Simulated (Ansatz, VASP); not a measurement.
Nb: VASP beside Ansatz

File INCAR:

```
  PREC = Accurate
  ENCUT = 520
  EDIFF = 1E-7
  ISMEAR = 0
  SIGMA = 0.15
  LREAL = F
  LASPH = T
  NELM = 100
  ALGO = Fast
  ISIF = 2
  LWAVE = F
  LCHARG = T
  LELF = T
  LVHAR = T
  NBANDS = 12
```

File KPOINTS:

```
Automatic mesh
0
Gamma
  20 20 20
```

Contents of POSCAR:

```
Nb
1.0
   -1.6639500000      1.9135425000      1.6639500000
    1.6639500000     -1.9135425000      1.6639500000
    1.6639500000      1.9135425000     -1.6639500000
Nb
1
Direct
    0.0000000000      0.0000000000      0.0000000000
```

Input for Ansatz:

```yaml
crystal:
  lattice:
    - [-1.66395, 1.9135425, 1.66395]
    - [1.66395, -1.9135425, 1.66395]
    - [1.66395, 1.9135425, -1.66395]
  atoms:
    - { symbol: Nb, position: [0.0, 0.0, 0.0] }
basis:
  ecutwfc: 420
kpoints:
  mp_grid: { grid: [20, 20, 20] }
hamiltonian:
  xc: lda
scf:
  occupations: { method: gaussian, width: 0.15 }
output:
  forces: true
  stress: true
  eigenvalues: true
```

Change from the starting cell: strain +0.1500 x Voigt [0, 1, 0, 0, 0, 0], atoms carried along.

Alike in both runs: task single point; functional LDA; k mesh 20 × 20 × 20; occupations gaussian, width 0.15 eV; no spin polarisation.

```csv
,VASP,Ansatz
version,VASP 6.6.1,Ansatz 0.2.0
potentials or method,"VASP PAW LDA potentials, release 64 (Nb_sv)","scalar-relativistic, plane waves, PAW"
plane-wave cutoff (eV),520,420
valence electrons in the cell,13,13
```

|  | VASP | Ansatz | Ansatz less VASP |
| --- | --- | --- | --- |
| gap on the k mesh at the Fermi level (eV) | none | none | - |
| pressure (GPa) | -26.2 | -26.1 | +0.09 |
| largest component of the traceless stress (GPa) | 6.77 | 6.77 | -0.004 |

A gap of «none» marks a metal or a gap that the smearing closes.

Caveats: so large a pressure means that the cell lies far from this level's equilibrium, or that cutoff or potentials fall short (VASP).
